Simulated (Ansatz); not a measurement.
Molybdenum (dhcp) across density functionals

All rows: Ansatz, plane waves with scalar-relativistic PAW, 420 eV (500 eV for the SCAN forms), relaxed under each functional, no dispersion correction, no zero-point motion. B₀ comes from uniform scaling at fixed shape; a dash is a value not given.

| functional | V (Å³/atom) | cell | B₀ (GPa) | magnetic state | ΔE to bcc (meV/atom) |
| --- | --- | --- | --- | --- | --- |
| PBE | 16.08 | a = 2.774 Å, c = 9.652 Å (c/a = 3.479) | 239 | spin not included | 427 |
| r²SCAN | 15.94 | a = 2.752 Å, c = 9.722 Å (c/a = 3.533) | 250 | spin not included | 486 |
| PBEsol | 15.58 | a = 2.749 Å, c = 9.520 Å (c/a = 3.463) | 258 | spin not included | 438 |
| RPBE | 16.32 | a = 2.785 Å, c = 9.715 Å (c/a = 3.488) | 229 | spin not included | 423 |
| BLYP | 16.73 | a = 2.805 Å, c = 9.825 Å (c/a = 3.503) | 215 | spin not included | 387 |

Question: What does revPBE give?

Answer: V (Å³/atom): 16.25; cell: a = 2.782 Å, c = 9.697 Å (c/a = 3.485); B₀ (GPa): 232; magnetic state: spin not included; ΔE to bcc (meV/atom): 424.
